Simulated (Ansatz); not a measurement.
**TiGe2N4 monolayer in a perpendicular field**

Aim: how the TiGe2N4 monolayer screens a field along its normal, and what the field does to its bands. A positive field points along +c.

Method: plane-wave DFT, PBE-D3(BJ), Ansatz PAW (set soft_1); PAW set soft_1, in Ansatz 0.2.0.

## (1) Starting point

The cell holds 7 atoms: 4 N, 2 Ge and 1 Ti. Its edges and angles: a = 3.020 Å, b = 3.020 Å, c = 45.602 Å, α = 90.0°, β = 90.0°, γ = 120.0°. Vacuum lies along c.

As a file:

```xyz
7
Lattice="3.0200 0.0000 0.0000 -1.5100 2.6154 0.0000 0.0000 0.0000 45.6024" Properties=species:S:1:pos:R:3
N     0.0000    0.0000   19.1500
Ge    0.0000    1.7436   19.7378
N     0.0000    1.7436   21.5778
Ti    0.0000    0.0000   22.8012
N     0.0000    1.7436   24.0246
Ge    0.0000    1.7436   25.8646
N     0.0000    0.0000   26.4524
```

## (2) Relaxation

The starting cell is a guess, so the in-plane lattice and the atoms are relaxed first, with the slab cut off from its images along the normal.

input.yaml reads:

```yaml
crystal:
  lattice:
    - [3.02, 0.0, 0.0]
    - [-1.51, 2.6153967194, 0.0]
    - [0.0, 0.0, 45.6023765639]
  atoms:
    - { symbol: "N", position: [0.0, 0.0, 0.4199342544] }
    - { symbol: Ge, position: [0.3333333333, 0.6666666667, 0.4328231468] }
    - { symbol: "N", position: [0.3333333333, 0.6666666667, 0.4731719211] }
    - { symbol: Ti, position: [0.0, 0.0, 0.5] }
    - { symbol: "N", position: [0.3333333333, 0.6666666667, 0.5268280789] }
    - { symbol: Ge, position: [0.3333333333, 0.6666666667, 0.5671768532] }
    - { symbol: "N", position: [0.0, 0.0, 0.5800657456] }
  periodic: [true, true, false]
kpoints:
  mp_grid: { grid: [12, 12, 1] }
hamiltonian:
  xc: pbe
  dispersion: d3bj
  pseudopotentials: { kind: paw, azcp: { folder: soft_1 } }
scf:
  occupations: { method: fermi_dirac, width: 0.05 }
  convergence: { dr2_threshold: 1.0e-09 }
relax:
  f_tol: 0.004
  max_steps: 90
  cell: {}
output:
  write_potential: true
  write_density: true
  volumetric_format: npy
```

Run with:

```console
$ ansatz run input.yaml --threads 2 --pin off --max-ram 3072MiB --backend cpu --events-out ev --progress --plain --runs-dir out
```

Numbers of over 12 decimals in the logs are rounded to 6 here.

What it wrote:

```text
Warning: relax.cell: scf.convergence.dr2_threshold = 1e-9 eV is looser than the 2.33822619111e-10 eV advised for a relaxation that steers and ends on the stress (1e-10 eV for each atom of the cell: 7, times the square of relax.cell.stress_2d_tol = 0.05 N/m over 17.3 Å (the atoms' height at the walk's start and 5 Å past either face), 2.890e-2 GPa, over a crystal's default 0.05). What an SCF threshold leaves in a stress goes as its square root, and in the free energy as the threshold itself, and one threshold admits the most on a small cell: [figures from the program's tests cut] Set scf.convergence.dr2_threshold to 2.33822619111e-10 eV or tighter. [rest of the remark cut]
Engine: ansatz 0.2.0, aarch64-unknown-linux-gnu
Pseudopotentials: kind: paw
Pseudopotential: N, paw, valence charge 5, recommended cutoff 420 eV (normal), soft_1/N.paw.azcp
Pseudopotential: Ge, paw, valence charge 14, recommended cutoff 420 eV (normal), soft_1/Ge.paw.azcp
Pseudopotential: Ti, paw, valence charge 12, recommended cutoff 420 eV (normal), soft_1/Ti.paw.azcp
Functional definition: PBE
  parameter kappa = 0.804
  parameter beta = 0.066725
  exchange = pbe_x(kappa = kappa, mu = beta*pi^2/3)
  correlation = pbe_c(beta = beta)
Crystal: 7 atoms, lattice volume = 360.190 Å³
Basis set: ecut = 420 eV, 6909 PW (Γ), exchange–correlation on 48×48×640 points (8 copies of the dense FFT grid, shifted against one another)
Bands: 37, of which v1, the nominal top of the filled ones, is band 30 counted from 1 (29 counted from 0)
Symmetry: 12 space group operations
Space group: P-6m2 (ITA 187), of the structure as read, at distance tolerance 7.1e-5 Å
k-points: 19 of 144 (time reversal used)
Non-local potential: N, projectors of the file, l = 0: 2, l = 1: 2, l = 2: 1
Non-local potential: Ge, projectors of the file, l = 0: 2, l = 1: 2, l = 2: 3, l = 3: 1
Non-local potential: Ti, projectors of the file, l = 0: 3, l = 1: 2, l = 2: 3, l = 3: 1
PAW form: soft (Blöchl's): semilocal exchange-correlation on the pseudo side does not see the compensation charge
PAW one-centre angular grid: N, 110 points (default); XC on 64 Gauss nodes
PAW one-centre angular grid: Ge, 590 points (default); XC on 64 Gauss nodes
PAW one-centre angular grid: Ti, 590 points (default); XC on 64 Gauss nodes
Initial density: superposition of atomic densities (neutral atoms: chi_scale 0, normalization atom)
Initial wavefunctions: pseudopotential atomic-orbital guess
Functional: x = pbe(κ = 0.804, μ = 0.219515), c = pbe(β = 0.066725)
SCF iter   1: F=—  HF=-12638.300312 eV  |F-HF|=—  |Δ(HF+E_count)|=         —  Δρ=9.10e-2  dr2=3.45e1  ethr=3.10e-3  ⟨swp⟩=10.6  Hψ=4329  notcnv=0  defer=15
preconditioner: auto → Resta (q_TF=auto, 2.024 Å⁻¹)  ε∞=1.6  [insulator: Δε(μ)=3.399 eV  Ē_g=19.192 eV  σ=0.050 eV  W_gap=1.00  n_scr=28 (ndim 8)  ℏωp=14.9 eV  f_vac=0.760  D(μ)=0.00/eV (n_scr^D=0)  ε∞_Penn≈1.6  vacuum switching on, ρ_ref=2.7e-2 e/Å³]
SCF iter   2: F=—  HF=-12639.053910 eV  |F-HF|=—  |Δ(HF+E_count)|=   7.54e-1  Δρ=1.58e-1  dr2=1.99e2  ethr=3.10e-3  ⟨swp⟩=5.0  Hψ=2293  notcnv=0  defer=39  recentre
preconditioner: auto → LDOS  [metal: Δε(μ)=0.027 eV  Ē_g=15.750 eV  σ=0.050 eV  W_gap=0.13  n_scr=28 (ndim 8)  ℏωp=14.1 eV  f_vac=0.766  D(μ)=6.19/eV (n_scr^D=24)  β→1.0]
SCF iter   3: F=—  HF=-12631.749577 eV  |F-HF|=—  |Δ(HF+E_count)|=    7.30e0  Δρ=4.69e-2  dr2=9.50e0  ethr=3.10e-3  ⟨swp⟩=5.1  Hψ=2307  notcnv=0  defer=19
SCF iter   4: F=—  HF=-12630.507671 eV  |F-HF|=—  |Δ(HF+E_count)|=    1.24e0  Δρ=2.19e-2  dr2=5.27e0  ethr=3.10e-3  ⟨swp⟩=5.1  Hψ=2070  notcnv=0  defer=25
SCF iter   5: F=—  HF=-12629.628775 eV  |F-HF|=—  |Δ(HF+E_count)|=   8.79e-1  Δρ=8.37e-3  dr2=2.75e-1  ethr=3.10e-3  ⟨swp⟩=4.4  Hψ=1546  notcnv=0  defer=35
SCF iter   6: F=—  HF=-12629.602781 eV  |F-HF|=—  |Δ(HF+E_count)|=   2.60e-2  Δρ=3.16e-3  dr2=5.17e-2  ethr=4.59e-4  ⟨swp⟩=3.1  Hψ=1353  notcnv=0  defer=35
SCF iter   7: F=—  HF=-12629.598952 eV  |F-HF|=—  |Δ(HF+E_count)|=   3.83e-3  Δρ=1.01e-3  dr2=4.99e-3  ethr=8.62e-5  ⟨swp⟩=3.4  Hψ=1295  notcnv=0  defer=35
SCF iter   8: F=—  HF=-12629.598583 eV  |F-HF|=—  |Δ(HF+E_count)|=   3.70e-4  Δρ=2.64e-4  dr2=4.27e-4  ethr=8.32e-6  ⟨swp⟩=3.1  Hψ=1438  notcnv=0  defer=35
SCF iter   9: F=—  HF=-12629.598462 eV  |F-HF|=—  |Δ(HF+E_count)|=   1.21e-4  Δρ=9.74e-5  dr2=1.84e-5  ethr=7.11e-7  ⟨swp⟩=3.7  Hψ=1619  notcnv=0  defer=35
SCF iter  10: F=—  HF=-12629.598450 eV  |F-HF|=—  |Δ(HF+E_count)|=   1.20e-5  Δρ=6.02e-5  dr2=2.17e-5  ethr=3.07e-8  ⟨swp⟩=3.1  Hψ=1455  notcnv=0  defer=35
SCF iter  11: F=—  HF=-12629.598447 eV  |F-HF|=—  |Δ(HF+E_count)|=   2.67e-6  Δρ=1.19e-5  dr2=1.01e-6  ethr=3.07e-8  ⟨swp⟩=2.7  Hψ=957  notcnv=0  defer=35
SCF iter  12: F=—  HF=-12629.598502 eV  |F-HF|=—  |Δ(HF+E_count)|=   5.48e-5  Δρ=2.72e-6  dr2=2.32e-8  ethr=1.68e-9  ⟨swp⟩=3.0  Hψ=1316  notcnv=0  defer=35
SCF iter  13: F=—  HF=-12629.598502 eV  |F-HF|=—  |Δ(HF+E_count)|=  8.57e-10  Δρ=1.37e-6  dr2=7.66e-9  ethr=3.86e-11  ⟨swp⟩=3.8  Hψ=1622  notcnv=0  defer=35
SCF iter  14: F=-12629.598502 eV  HF=-12629.598502 eV  |F-HF|=1.70e-9  |Δ(HF+E_count)|=   5.70e-9  Δρ=3.28e-7  dr2=2.74e-10  ethr=1.67e-12  ⟨swp⟩=10.8  Hψ=5974  notcnv=0
SCF 1 converged in 14 iterations: F = -12629.598502 eV  dr2 = 2.74e-10
  greatest PAW one-centre occupation: 0.999 electrons in one spin orbital (limit 2), on the Ti atom at site 3 (counted from 0), in its partial waves of l = 0
relax step   1: F+E_penalty+E_count = -12629.59850224 eV  Δ(F+E_penalty+E_count) = +0.000e0 eV  max|allowed force component| = 2.158e0 eV/Å  Δτ_max = 0.0000 Å  P = +3.253 N/m  Ω = 360.190 Å³  fix = [c, alpha, beta]  reactions: c +0.000 N/m  (14 SCF iters, accepted)
Crystal: 7 atoms, lattice volume = 366.989 Å³
Basis set: ecut = 420 eV, 7101 PW (Γ), exchange–correlation on 48×48×640 points (8 copies of the dense FFT grid, shifted against one another)
Initial density: handed on by an earlier stage of this run
Initial wavefunctions: those handed on with the density
iter 1 solved again at ethr=5.89e-4 eV; its pass at ethr=3.10e-3 eV (dr2=3.53e-1 eV) is discarded
SCF iter   1: F=—  HF=-12629.790224 eV  |F-HF|=—  |Δ(HF+E_count)|=         —  Δρ=1.09e-2  dr2=3.51e-1  ethr=5.89e-4  ⟨swp⟩=2.6  Hψ=4982  notcnv=0
preconditioner: auto → Resta (q_TF=auto, 2.017 Å⁻¹)  ε∞=1.7  [insulator: Δε(μ)=1.080 eV  Ē_g=17.098 eV  σ=0.050 eV  W_gap=1.00  n_scr=28 (ndim 8)  ℏωp=14.0 eV  f_vac=0.775  D(μ)=0.00/eV (n_scr^D=0)  ε∞_Penn≈1.7  vacuum switching on, ρ_ref=2.1e-2 e/Å³]
SCF iter   2: F=—  HF=-12629.770566 eV  |F-HF|=—  |Δ(HF+E_count)|=   1.97e-2  Δρ=7.69e-3  dr2=3.34e-1  ethr=5.85e-4  ⟨swp⟩=4.4  Hψ=1321  notcnv=0
[...]
SCF iter   7: F=—  HF=-12629.768959 eV  |F-HF|=—  |Δ(HF+E_count)|=   6.08e-5  Δρ=3.30e-5  dr2=2.76e-6  ethr=7.84e-8  ⟨swp⟩=2.9  Hψ=1073  notcnv=0  defer=20
SCF iter   8: F=—  HF=-12629.769011 eV  |F-HF|=—  |Δ(HF+E_count)|=   5.19e-5  Δρ=1.44e-5  dr2=2.79e-7  ethr=4.60e-9  ⟨swp⟩=3.2  Hψ=1292  notcnv=0  defer=20
SCF iter   9: F=—  HF=-12629.769011 eV  |F-HF|=—  |Δ(HF+E_count)|=   1.67e-7  Δρ=1.95e-6  dr2=8.12e-9  ethr=4.65e-10  ⟨swp⟩=3.1  Hψ=1335  notcnv=0  defer=20
SCF iter  10: F=—  HF=-12629.769011 eV  |F-HF|=—  |Δ(HF+E_count)|=   6.64e-9  Δρ=7.11e-7  dr2=1.35e-9  ethr=1.35e-11  ⟨swp⟩=3.4  Hψ=1584  notcnv=0  defer=20
SCF iter  11: F=-12629.769011 eV  HF=-12629.769011 eV  |F-HF|=3.64e-12  |Δ(HF+E_count)|=  2.62e-10  Δρ=2.39e-7  dr2=1.53e-10  ethr=1.67e-12  ⟨swp⟩=11.7  Hψ=5433  notcnv=0
SCF 3 converged in 11 iterations: F = -12629.769011 eV  dr2 = 1.53e-10
relax step   3: F+E_penalty+E_count = -12629.76901071 eV  Δ(F+E_penalty+E_count) = -4.607e-2 eV  max|allowed force component| = 1.441e-1 eV/Å  Δτ_max = 0.0718 Å  P = +0.551 N/m  Ω = 363.909 Å³  energy of the carried Pulay correction = -1.761e-3 eV  fix = [c, alpha, beta]  reactions: c +0.000 N/m  (11 SCF iters, accepted)
[...]
relax step   4: F+E_penalty+E_count = -12629.77100363 eV  Δ(F+E_penalty+E_count) = -1.993e-3 eV  max|allowed force component| = 2.900e-2 eV/Å  Δτ_max = 0.0124 Å  P = +0.285 N/m  Ω = 363.952 Å³  energy of the carried Pulay correction = -1.782e-3 eV  fix = [c, alpha, beta]  reactions: c +0.000 N/m  (9 SCF iters, accepted)
[...]
relax step   5: F+E_penalty+E_count = -12629.77101800 eV  Δ(F+E_penalty+E_count) = -1.437e-5 eV  max|allowed force component| = 1.005e-2 eV/Å  Δτ_max = 0.0022 Å  P = +0.023 N/m  Ω = 364.190 Å³  energy of the carried Pulay correction = -1.894e-3 eV  fix = [c, alpha, beta]  reactions: c +0.000 N/m  (8 SCF iters, accepted)
[...]
relax step   6: F+E_penalty+E_count = -12629.77099779 eV  Δ(F+E_penalty+E_count) = +2.021e-5 eV  max|allowed force component| = 2.844e-4 eV/Å  Δτ_max = 0.0003 Å  P = -0.003 N/m  Ω = 364.243 Å³  energy of the carried Pulay correction = -1.919e-3 eV  fix = [c, alpha, beta]  reactions: c -0.000 N/m  (6 SCF iters, accepted)
Initial wavefunctions: pseudopotential atomic-orbital guess (no wavefunctions were taken with the density)
iter 1 solved again at ethr=9.95e-8 eV; its pass at ethr=3.10e-3 eV (dr2=5.97e-5 eV) is discarded
SCF iter   1: F=—  HF=-12629.771990 eV  |F-HF|=—  |Δ(HF+E_count)|=         —  Δρ=5.54e-5  dr2=5.13e-7  ethr=9.95e-8  ⟨swp⟩=6.4  Hψ=7511  notcnv=0
preconditioner: auto → Resta (q_TF=auto, 2.020 Å⁻¹)  ε∞=1.7  [insulator: Δε(μ)=1.308 eV  Ē_g=17.146 eV  σ=0.050 eV  W_gap=1.00  n_scr=28 (ndim 8)  ℏωp=14.0 eV  f_vac=0.770  D(μ)=0.00/eV (n_scr^D=0)  ε∞_Penn≈1.7  vacuum switching on, ρ_ref=2.1e-2 e/Å³]
SCF iter   2: F=—  HF=-12629.772622 eV  |F-HF|=—  |Δ(HF+E_count)|=   6.33e-4  Δρ=2.87e-5  dr2=4.19e-7  ethr=8.55e-10  ⟨swp⟩=4.2  Hψ=1916  notcnv=0
SCF iter   3: F=—  HF=-12629.772885 eV  |F-HF|=—  |Δ(HF+E_count)|=   2.63e-4  Δρ=1.70e-5  dr2=9.23e-7  ethr=6.98e-10  ⟨swp⟩=2.5  Hψ=1294  notcnv=0
SCF iter   4: F=—  HF=-12629.772985 eV  |F-HF|=—  |Δ(HF+E_count)|=   9.94e-5  Δρ=3.57e-6  dr2=1.66e-8  ethr=6.98e-10  ⟨swp⟩=3.3  Hψ=1248  notcnv=0
SCF iter   5: F=-12629.773004 eV  HF=-12629.773003 eV  |F-HF|=4.44e-7  |Δ(HF+E_count)|=   1.83e-5  Δρ=5.56e-7  dr2=7.06e-10  ethr=1.67e-12  ⟨swp⟩=14.9  Hψ=6937  notcnv=0
SCF 7 converged in 5 iterations: F = -12629.773004 eV  dr2 = 7.06e-10
relax step   7: F+E_penalty+E_count = -12629.77300351 eV  Δ(F+E_penalty+E_count) = -2.006e-3 eV  max|allowed force component| = 1.496e-4 eV/Å  Δτ_max = 0.0000 Å  P = +0.035 N/m  Ω = 364.243 Å³  fix = [c, alpha, beta]  reactions: c +0.000 N/m  stress off target by 3.54e-2 N/m on what of the cell is left free  SCF on the basis re-selected at this cell (its energy is not comparable with the rows above)  (5 SCF iters)
basis re-selected at this cell: Δ(F+E_penalty+E_count) = -2.006e-3 eV, ΔP = +0.039 N/m vs the last step (what re-selecting the basis moved, of the pressure what is left beyond the Pulay correction that the steps carried, after the strain that the cell walked since its last selection, with what the two solves' SCF thresholds leave and, on support functions, any second-order correction that the steps lacked; it is no m [...]
WARN: The output density's exchange-correlation potential varies sharply where the density is thin. Do not read a vacuum level from v_tot or v_xc, or from such a field of the output density. On a cell that repeats whose density bears no net charge and no dipole along the vacuum's axis use v_es (v_loc + v_h of the components); under efield.dipole_correction with no amplitude use v_es + v_field, which holds any externa [...]
SCF converged after 5 iterations
Free energy (F): -12629.773004 eV
Harris-Foulkes:  -12629.773003 eV  (|F-HF|=4.44e-7)
Internal energy: -12629.773003 eV  (E = F + TS)
E sigma→0 (E₀):  -12629.773003 eV
Entropy (-TS):   -0.000001 eV (-0.000 meV/atom)
Fermi energy:    -6.255468 eV
--- Per-component energies (eV) ---
  E_band       = -1396.611984
  E_kinetic    = 979.070600
  E_local      = -347279.922014  (includes V_loc(G=0)·N_el)
  E_nonlocal   = 645.157657
  E_hartree    = 172844.262729
  E_xc         = -496.045890
  E_vxc        = -575.954395  (∫ρ·V_xc dr)
  E_paw        = -5590.085910  (= ΣΔE_a)
  E_vpaw       = -853.501693  (= ΣTr[D̂ρ^β])
  E_aug_tail   = 0.003312  (compensation charges beyond the density's cutoff)
  E_ewald      = 166269.430124
  E_disp       = -1.643610  (pairwise vdW)
  E_smearing   = -0.000001  (= −TS)
  E_closure    = 0.000000  (closes the sum)
  Σ components = -12629.773004   (vs F -12629.773004, Δ=0.00e0)
--- Forces (eV/Å), atoms counted from 1 ---
  atom   1  N      0.00000000    -0.00000000    -0.00014958
  atom   2  Ge     0.00000000     0.00000000     0.00002615
  atom   3  N      0.00000000    -0.00000000    -0.00007954
  atom   4  Ti    -0.00000000    -0.00000000     0.00000000
  atom   5  N     -0.00000000    -0.00000000     0.00007954
  atom   6  Ge     0.00000000     0.00000000    -0.00002615
  atom   7  N     -0.00000000    -0.00000000     0.00014958
  max |Σ_I F_I| component: 1.10e-15 eV/Å
--- 2D stress c σ (N/m, compression-positive) ---
        0.035410      -0.000000       0.000000
       -0.000000       0.035410       0.000000
        0.000000       0.000000       0.000000
  P = ½ c Tr σ = 0.0354 N/m
--- Band table (eV; the first three rows and the last of 19) ---
  k-point 0: bands = [... 26 lower, -8.3987, -7.4543, -7.4543, -7.0592, -5.0042, -3.4858, -3.3274, -2.7864, ... 3 higher]
  k-point 1: bands = [... 26 lower, -8.4679, -7.6346, -7.5605, -6.9042, -4.8021, -3.4249, -3.3269, -2.6505, ... 3 higher]
  k-point 2: bands = [... 26 lower, -8.4421, -7.9481, -7.8293, -6.9268, -4.9004, -3.3479, -3.2375, -2.6689, ... 3 higher]
  k-point 18: bands = [... 26 lower, -9.1631, -8.9038, -7.7178, -7.1616, -5.2209, -4.1069, -2.5356, -2.1181, ... 3 higher]
  the weakly bound empty levels are not read free of the cell's end (no_gap_told)
--- Relaxed structure (6 steps of the walk, 6 accepted, 1 SCFs on fresh bases) ---
  F+E_penalty+E_count = -12629.77300351 eV   max|allowed force component| = 1.496e-4 eV/Å   (the final SCF, on the basis selected at the relaxed cell)
  cell:  # Å, volume = 364.2432 Å³
    - [3.036943, 0, 0]
    - [-1.518472, 2.630070, 0]
    - [0, 0, 45.6023765639]
  atoms:
    - { symbol: N, position: [1.0590236094359164e-17, -5.132388861038226e-17, 0.420038] }
    - { symbol: Ge, position: [0.333333, 0.666667, 0.433720] }
    - { symbol: N, position: [0.333333, 0.666667, 0.474874] }
    - { symbol: Ti, position: [1.0573552618555012e-17, -5.135725556199065e-17, 0.5] }
    - { symbol: N, position: [0.333333, 0.666667, 0.525126] }
    - { symbol: Ge, position: [0.333333, 0.666667, 0.566280] }
    - { symbol: N, position: [1.0556869142750788e-17, -5.1390622513599013e-17, 0.579962] }
```

It took 93 s on 2 threads of Arm Neoverse V2, shared host; peak memory 0.68 GiB; 3.1 min of CPU time.

Step by step:

```
step  energy less that of the first step (eV)  largest force component (eV/Å)  volume (Å³)
   1                                   0.0000                          2.1579       360.19
   2                                  -0.1244                          0.3476       366.99
   3                                  -0.1705                          0.1441       363.91
   4                                  -0.1725                          0.0290       363.95
   5                                  -0.1725                          0.0100       364.19
   6                                  -0.1725                          0.0003       364.24
  7*                                  -0.1745                          0.0001       364.24
```

Relaxation steps marked * repeat the geometry before them on a plane-wave basis chosen anew for their cell, so energy and pressure can jump there.

Forces are held to the 12 operations that the run works with; a distortion that breaks them can't arise in this run.

```
cell as run  before  after  change
      a (Å)   3.020  3.037  +0.6 %
      b (Å)   3.020  3.037  +0.6 %
```

The atoms that moved most (Å, along periodic axes as changes of fractional coordinates times the final cell, across vacuum about the mean position):

```
atom     dx     dy      dz  length
  N3  0.000  0.000   0.078   0.078
  N5  0.000  0.000  -0.078   0.078
 Ge2  0.000  0.000   0.041   0.041
 Ge6  0.000  0.000  -0.041   0.041
```

Final coordinates:

```xyz
7
Lattice="3.0369 0.0000 0.0000 -1.5185 2.6301 0.0000 0.0000 0.0000 45.6024" Properties=species:S:1:pos:R:3
N     0.0000    0.0000   19.1547
Ge    0.0000    1.7534   19.7787
N     0.0000    1.7534   21.6554
Ti    0.0000    0.0000   22.8012
N     0.0000    1.7534   23.9470
Ge    0.0000    1.7534   25.8237
N     0.0000    0.0000   26.4477
```

The lattice constant a goes from 3.020 to 3.037 Å.

(Part 1 of 2 ends here.)

[Logs are printed without paths, hosts, clocks, repeated set-up lines and the standing remarks that a program may print on its own settings, such as how far it seeks lower states.]

[Hosts, paths, dates, database ids (printed as entryN), source tags and the programs' standing remarks are cut or masked in the printed files.]

[Maps of the electrostatic potential energy from Ansatz leave out the sawtooth potential of an applied field or a dipole correction, so their vacuum need not be flat; planar profiles and work functions include it.]
